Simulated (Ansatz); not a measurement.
# Hf12HC12: the cost of one run

Computed with Ansatz 0.2.0 (DFT PBE, scalar-relativistic, plane waves, PAW, unless a step's input says otherwise).

2 further runs of the same task are left out: 2 set aside as unsound or not needed.

## (1) The structure to begin with

It takes space group Fm-3m (No. 225, cubic). Conventional cell: a = 4.650 Å, b = 4.650 Å, c = 4.650 Å, α = 90.00°, β = 90.00°, γ = 90.00°. Hf (site symmetry m-3m) is surrounded by 6 C at 2.33 Å. C (site symmetry m-3m) has 6 Hf at 2.33 Å as nearest neighbours.

Structure file:

```
Hf C
1.0
     0.00000    2.32500    2.32500
     2.32500    0.00000    2.32500
     2.32500    2.32500    0.00000
Hf C
1 1
Direct
  0.50000 0.50000 0.50000
  0.00000 0.00000 0.00000
```

Source of the structure: the Crystallography Open Database.

## (6) The grid

Atoms count from 1 in the order of the input.

H is moved over the surface cell; relaxed at each place: the height of the adsorbate's atoms; substrate rigid; the origin of the map has the adsorbate above C21.

The axes are (1) position of H25 along the first surface vector, from above C21: 8 values from 0.000 to 0.875, periodic; (2) position of H25 along the second surface vector, from above C21: 8 values from 0.000 to 0.875, periodic.

Relaxed at each point: the height of the adsorbate's atoms; substrate rigid. Points are written as (first, second).

The two vectors of the plane (Å): (3.289, 0.000, 0.000); (0.000, 3.289, 0.000).

(The set-up runs are not shown.)

## (7) The run at (4/8, 4/8) of the map's two axes

input.yaml

```yaml
crystal:
  lattice:
    - [6.5782051141, 0.0, 0.0]
    - [0.0, 6.5782051141, 0.0]
    - [0.0, 0.0, 20.0841322453]
  atoms:
    - { symbol: Hf, position: [0.0, 0.0, 0.1991622018] }
    - { symbol: Hf, position: [0.0, 0.5, 0.1991622018] }
    - { symbol: Hf, position: [0.5, 0.0, 0.1991622018] }
    - { symbol: Hf, position: [0.5, 0.5, 0.1991622018] }
    - { symbol: C, position: [0.25, 0.25, 0.1991622018] }
    - { symbol: C, position: [0.25, 0.75, 0.1991622018] }
    - { symbol: C, position: [0.75, 0.25, 0.1991622018] }
    - { symbol: C, position: [0.75, 0.75, 0.1991622018] }
    - { symbol: Hf, position: [0.25, 0.25, 0.3119533864] }
    - { symbol: Hf, position: [0.25, 0.75, 0.3119533864] }
    - { symbol: Hf, position: [0.75, 0.25, 0.3119533864] }
    - { symbol: Hf, position: [0.75, 0.75, 0.3119533864] }
    - { symbol: C, position: [0.0, 0.0, 0.3115316063] }
    - { symbol: C, position: [0.0, 0.5, 0.3115316063] }
    - { symbol: C, position: [0.5, 0.0, 0.3115316063] }
    - { symbol: C, position: [0.5, 0.5, 0.3115316063] }
    - { symbol: Hf, position: [0.0, 0.0, 0.4231522706] }
    - { symbol: Hf, position: [0.0, 0.5, 0.4231522706] }
    - { symbol: Hf, position: [0.5, 0.0, 0.4231522706] }
    - { symbol: Hf, position: [0.5, 0.5, 0.4231522706] }
    - { symbol: C, position: [0.25, 0.25, 0.4274086697] }
    - { symbol: C, position: [0.25, 0.75, 0.4274086697] }
    - { symbol: C, position: [0.75, 0.25, 0.4274086697] }
    - { symbol: C, position: [0.75, 0.75, 0.4274086697] }
    - { symbol: H, position: [0.5, 0.5, 0.5189073275] }
basis:
  ecutwfc: 420
kpoints:
  mp_grid: { grid: [4, 4, 1] }
hamiltonian:
  xc: pbe
scf:
  occupations: { method: gaussian, width: 0.1 }
output:
  forces: true
  eigenvalues: true
relax:
  adjacent_minimum: "off"
  f_tol: 0.025
  max_steps: 16
  constraints:
    - { sites: [0, 1, 2, 3, 4, 5, 6, 7, 8, 9, 10, 11, 12, 13, 14, 15, 16, 17, 18, 19, 20, 21, 22, 23] }
    - { sites: [24], fix: xy }
efield:
  axis: 3
  dipole_correction: true
  ramp_width: 0.04
```

Launch:

```bash
$ ansatz run input.yaml --threads 4 --pin off --max-ram 12288MiB --backend cpu --events-out ev --progress --plain --runs-dir out
```

What time and memory should one allow on 4 threads of Intel Xeon Platinum 8259CL at 2.50GHz (Skylake/Cascade Lake), shared host?

About 81 s, with a peak of 3.4 GiB.
